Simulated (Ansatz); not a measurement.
CoPt (CuAu type, space group P4/mmm)

```xyz
2
Lattice="2.6948 0.0000 0.0000 0.0000 2.6948 0.0000 0.0000 0.0000 3.7242" Properties=species:S:1:pos:R:3 pbc="T T T"
Co     1.3474     1.3474     1.8621
Pt     0.0000     0.0000     0.0000
```

E(V) scan at fixed shape, V₀ the volume above. Symmetry pins the atoms to their sites.

Level of theory: PBE (plane waves to 420 eV, PAW, scalar-relativistic; Ansatz, a program for electronic structure). k mesh 17×17×13 (Γ-centred), Fermi-Dirac smearing 0.05 eV. The energy includes the smearing's −TS. Compression counts positive. CoPt was relaxed with its symmetry unable to fall. Relaxed CoPt ends ferromagnetic. Spin-orbit coupling is left out, though Pt is heavy. Other magnetic orders were not checked, so this need not be the ground state. The zero of ΔE is the relaxed starting cell.

### Question
Give the computed ΔE (kJ/mol of atoms) and P (GPa) at V/V₀ = 0.940, 0.955, 0.970, 0.985, 1.015, 1.030, 1.045, 1.060.

### Answer
```json
[
 {"V/V₀": "0.940", "ΔE (kJ/mol of atoms)": "3.6", "P (GPa)": "15.9"},
 {"V/V₀": "0.955", "ΔE (kJ/mol of atoms)": "2.0", "P (GPa)": "11.4"},
 {"V/V₀": "0.970", "ΔE (kJ/mol of atoms)": "0.9", "P (GPa)": "7.2"},
 {"V/V₀": "0.985", "ΔE (kJ/mol of atoms)": "0.2", "P (GPa)": "3.4"},
 {"V/V₀": "1.015", "ΔE (kJ/mol of atoms)": "0.2", "P (GPa)": "-3.1"},
 {"V/V₀": "1.030", "ΔE (kJ/mol of atoms)": "0.8", "P (GPa)": "-6.0"},
 {"V/V₀": "1.045", "ΔE (kJ/mol of atoms)": "1.6", "P (GPa)": "-8.6"},
 {"V/V₀": "1.060", "ΔE (kJ/mol of atoms)": "2.8", "P (GPa)": "-10.9"}
]
```

(A scan under strain: stresses follow from slopes of the energy per volume, elastic moduli from its curvatures.)
